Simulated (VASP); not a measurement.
A run of VASP 6.6.1:

INCAR

```
SYSTEM = K
PREC = Accurate ; ENCUT = 520
EDIFF = 1E-6 ; ISMEAR = 0
SIGMA = 0.1 ; LREAL = .False.
LASPH = .True. ; NELM = 100
ALGO = Fast ; ISIF = 2
LWAVE = .False. ; LCHARG = .True.
GGA = PE ; LELF = .True.
LVHAR = .True. ; NBANDS = 20
```

Contents of KPOINTS:

```
Automatic mesh
0
Gamma
  9 9 10
  0 0 0
```

File POSCAR:

```
K
1.0
    7.5276478420      0.0000000000      0.0000000000
   -3.7638239210      6.5191342619      0.0000000000
    0.0000000000      0.0000000000      4.5415939682
K
3
Direct
    0.0000000000      0.0000000000      0.0000000000
    0.3333333333      0.6666666667      0.5000000000
    0.6666666667      0.3333333333      0.5000000000
```

Potentials or basis: VASP PAW PBE potentials, release 64 (K_sv).

Run with:

```sh
$ cat potpaw_PBE.64/K_sv/POTCAR > POTCAR
$ mpirun -np 1 vasp_std > vasp.out
```

Hardware: 1 thread of Intel(R) Xeon(R) Platinum 8488C (Sapphire Rapids) (shared host).

**Question.** How long does it take, and how much memory?

**Answer.** Run time: 3.7 min on 1 thread of Intel(R) Xeon(R) Platinum 8488C (Sapphire Rapids) (shared host), peak memory 0.47 GiB. Counts: scf iterations 15, k points 72.
